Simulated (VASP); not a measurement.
Wanted: the native input for a VASP 6.6.1 run.

```
Task                   : single point
Functional             : LDA
Potentials or basis    : VASP PAW LDA potentials, release 64 (Al, N)
Cutoff                 : 520 eV
k mesh                 : 14 × 14 × 14
Occupations            : gaussian, width 0.02 eV
Spin                   : no spin polarisation
Further INCAR settings : ALGO = Normal; EDIFF = 1e-07; NBANDS = 11
```

The structure of AlN lies in POSCAR:

```
AlN                                     
1.0
    0.0000000000      2.0655876341      2.0655876341
    2.0655876341      0.0000000000      2.0655876341
    2.0655876341      2.0655876341      0.0000000000
  Al              N             
     1     1
Direct
     0.5000000000000000    0.5000000000000000    0.5000000000000000
     0.0000000000000000    0.0000000000000000    0.0000000000000000
```

Measurements of this composition are mostly on another form, of space group No. 186.

The cell isn't the ideal one: a relaxed cell with its volume scaled by 1.09.

The input as run:

INCAR

```
  ALGO = Normal
  EDIFF = 1E-7
  ENCUT = 520
  ISIF = 2
  ISMEAR = 0
  LASPH = True
  LCHARG = False
  LREAL = False
  LWAVE = False
  NBANDS = 11
  NELM = 60
  PREC = Accurate
  SIGMA = 0.02
```

KPOINTS

```
k-points
0
Gamma
  14 14 14
```

Potentials or basis: VASP PAW LDA potentials, release 64 (Al, N).

Command:

```bash
$ cat potpaw_LDA.64/Al/POTCAR potpaw_LDA.64/N/POTCAR > POTCAR
$ mpirun -np 1 vasp_std > vasp.out
```

Results of the run:

The pressure is -20.1 GPa and the band gap on the k mesh is 3.86 eV, indirect (least direct gap 4.87 eV).

Caveat: so large a pressure means that the cell lies far from this level's equilibrium, or that cutoff or potentials fall short.

Wall time 7.8 s on 1 thread of AMD EPYC 9R45 96-Core Processor (Zen 5) (shared host), peak memory 0.1 GiB.
